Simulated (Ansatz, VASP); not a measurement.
Two plane-wave programs on Hf2Si

```xyz
6
Lattice="-3.2754 3.2754 2.5828 3.2754 -3.2754 2.5828 3.2754 3.2754 -2.5828" Properties=species:S:1:pos:R:3 pbc="T T T"
Hf    1.0251    2.2503    2.5828
Hf    2.2503   -1.0251    2.5828
Hf    2.2503    1.0251    0.0000
Hf    1.0251    4.3004    0.0000
Si    0.0000    0.0000    3.8742
Si    0.0000    0.0000    1.2914
```

Alike in both runs: task single point; functional PBEsol; k mesh 2 × 2 × 2; occupations gaussian, width 0.1 eV; no spin polarisation.

```csv
,VASP,Ansatz
version,VASP 6.6.1,Ansatz 0.2.0
potentials or method,"VASP PAW PBE potentials, release 64 (Hf_pv, Si)","scalar-relativistic, plane waves, PAW"
plane-wave cutoff (eV),520,420
valence electrons in the cell,48,112
```

```csv
,VASP,Ansatz,Ansatz less VASP
gap on the k mesh at the Fermi level (eV),none,none,-
pressure (GPa),-2.9,-2.7,+0.18
largest component of the traceless stress (GPa),5.43,5.41,-0.026
rms of the force components (eV/Å),0.045,0.051,+0.0059
```

Atom by atom the forces differ by 0.006 eV/Å (rms over components). A gap of «none» marks a metal or a gap that the smearing closes. With one functional, cell and mesh, what is left measures potentials, basis and numerics. The two sets of potentials don't hold the same shells in valence.

Caveats: the k mesh is coarse (spacing up to 0.77 Å⁻¹), so the values aren't converged; the PAW data sets were made with another functional, which shifts forces and pressure a little (VASP). The runs have no spin-orbit coupling, so splittings on Hf are missing.
